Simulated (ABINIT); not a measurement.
Crystal: Re.

```
Re
1.0
     2.76639    0.00000    0.00000
    -1.38319    2.39576    0.00000
     0.00000    0.00000    8.93885
Re
4
Direct
  0.66667 0.33333 0.75000
  0.00000 0.00000 0.50000
  0.33333 0.66667 0.25000
  0.00000 0.00000 0.00000
```

Base run:

| Item | Value |
| --- | --- |
| Program | ABINIT 10.8.3 (patched build) |
| Functional | rPW86PBE |
| Potentials or basis | JTH PAW PBE v2.0 |
| Cutoff | 599 eV |
| k mesh | 11 × 11 × 3 |
| Occupations | fermi-dirac, width 0.05 eV |
| Spin | no spin polarisation |

Its results: band gap on the k mesh none (metal or under the smearing width); pressure 17.0 GPa.

After a change of settings the same cell gave: band gap on the k mesh none (metal or under the smearing width); pressure -12.2 GPa. Which change was it?
A. functional from rPW86PBE to BLYP
B. functional from rPW86PBE to HCTH407
C. functional from rPW86PBE to RPBE
D. functional from rPW86PBE to revPBE

B.

Caveats: so large a pressure means that the cell lies far from this level's equilibrium, or that cutoff or potentials fall short (some runs); the potentials were made for another functional, which shifts forces and pressure (some runs); the PAW data sets were made with another functional, which shifts forces and pressure a little (some runs).

Not every run made on this cell is shown here.
